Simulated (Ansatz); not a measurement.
The system is Ga2O3.

```xyz
10
Lattice="6.1070 -1.5186 0.0000 6.1070 1.5186 0.0000 -1.3860 0.0000 5.6300" Properties=species:S:1:pos:R:3 pbc="T T T"
Ga    3.2184    0.0000    3.8621
Ga    7.6096    0.0000    1.7679
Ga   10.8240    0.0000    1.1564
Ga    0.0041    0.0000    4.4736
O     5.1267    0.0000    4.1853
O     5.7013    0.0000    1.4447
O     9.4919    0.0000    2.4592
O     1.3361    0.0000    3.1708
O     8.9710    0.0000    5.0118
O     1.8570    0.0000    0.6182
```

```yaml
Program: Ansatz 0.2.0
Task: relaxation of cell and atoms
Functional: BLYP
Dispersion: D4
Potentials_or_basis: Ansatz PAW
Cutoff: "420 eV (not typed: the program's choice for these potentials)"
k_mesh: 9 × 9 × 5
Occupations: fermi-dirac, width 0.05 eV
Spin: no spin polarisation
```

At the start: volume 10.44 Å³/atom.

Problem. How do energy, volume and symmetry change on relaxing?

Solution. It ends after 8 steps and the volume is 10.68 Å³/atom (+2.3 %); space group C2/m (No. 12, to 0.05 Å).

Step by step:
```tsv
step	energy change (eV)	largest force (eV/Å)	volume (Å³)
1	0.0000	0.2635	104.42
2	-0.0279	0.1179	105.73
3	-0.0308	0.0278	106.69
4	-0.0310	0.0207	106.69
5	-0.0312	0.0021	106.67
6	-0.0457	0.0021	106.67
7	-0.0450	0.0011	106.79
8	-0.0458	0.0012	106.79
```

Final structure:
```xyz
10
Lattice="6.1478 -1.5313 0.0069 6.1478 1.5313 0.0069 -1.3889 0.0000 5.6703" Properties=species:S:1:pos:R:3 pbc="T T T"
Ga    3.2357    0.0000    3.9068
Ga    7.6711    0.0000    1.7773
Ga   10.8961    0.0000    1.1789
Ga    0.0107    0.0000    4.5052
O     5.1566    0.0000    4.2315
O     5.7502    0.0000    1.4526
O     9.5621    0.0000    2.4936
O     1.3447    0.0000    3.1906
O     9.0090    0.0000    5.0721
O     1.8978    0.0000    0.6121
```

Caveat: the plane-wave basis is chosen anew once the cell has moved, so the energies of steps on either side of that aren't comparable; the pressure holds a Pulay correction of +0.9 GPa for the finite cutoff; the PAW data sets come from PBE, with cores solved anew for the run's functional, which leaves a small shift of forces and pressure.
